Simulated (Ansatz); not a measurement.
# TiB2 under changes of volume

One of the cells (8.552 Å³/atom); the others are scaled copies at fixed shape and fractional positions:

```
CELL_PARAMETERS angstrom
3.02920 0.00000 0.00000
-1.51460 2.62336 0.00000
0.00000 0.00000 3.22840
ATOMIC_POSITIONS crystal
Ti 0.00000 0.00000 0.00000
B 0.66667 0.33333 0.50000
B 0.33333 0.66667 0.50000
```

* Program: Ansatz 0.2.0
* Functional: LDA
* Potentials or basis: all-electron LAPW, scalar-relativistic
* Cutoff: 285 eV (chosen from the basis error)
* Basis error allowed: 0.002 eV/atom
* k mesh: 10 × 10 × 8
* Occupations: fermi-dirac, width 0.05 eV
* Spin: no spin polarisation

```tsv
volume (Å³/atom)	energy over the lowest point (meV/atom)	pressure (GPa)
8.039	2.42	5.4
8.210	0.00	-0.7
8.381	3.77	-6.2
8.552	13.13	-11.2
8.723	?	?
8.894	46.54	-19.8
9.065	69.66	-23.5
```

What does the run at 8.723 Å³/atom give?

Energy over the lowest point 27.55 meV/atom; pressure -15.7 GPa.

Worked out: A Birch-Murnaghan fit of order 3 (a polynomial in V^(-2/3)) to the other rows has its minimum at 8.19 Å³/atom with B0 = V·E''(V) = 281 GPa and B' = 3.9 at fixed shape and positions, which overstates the stiffness. It gives 27.55 meV/atom at 8.723 Å³/atom, against the run's 27.55, and -dE/dV = -15.7 GPa, against -15.7.

Energies are extrapolated to zero smearing.
